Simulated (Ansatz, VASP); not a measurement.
**Two plane-wave programs on W**

```
W
1.0
     0.00000    2.03000    2.03000
     2.03000    0.00000    2.03000
     2.03000    2.03000    0.00000
W
1
Cartesian
  0.0000 0.0000 0.0000
```

This isn't the form of W at room conditions, which is bcc.

Alike in both runs: task single point; functional LDA; k mesh 6 × 6 × 6; occupations fermi-dirac, width 0.15 eV; no spin polarisation.

|  | VASP | Ansatz |
| --- | --- | --- |
| version | VASP 6.6.1 | Ansatz 0.2.0 |
| potentials or method | VASP PAW LDA potentials, release 64 (W_sv) | plane waves, PAW |
| plane-wave cutoff (eV) | 520 | 450 |
| valence electrons in the cell | 14 | 14 |

VASP gave:

```
pressure (GPa) : -15.7
```

Question: Which values does Ansatz return?

Answer: Pressure (GPa): -17.1.

Caveats: the k mesh is coarse (spacing up to 0.45 Å⁻¹), so the values aren't converged; so large a pressure means that the cell lies far from this level's equilibrium, or that cutoff or potentials fall short (VASP). Spin-orbit coupling is left out, which matters for the levels of W.
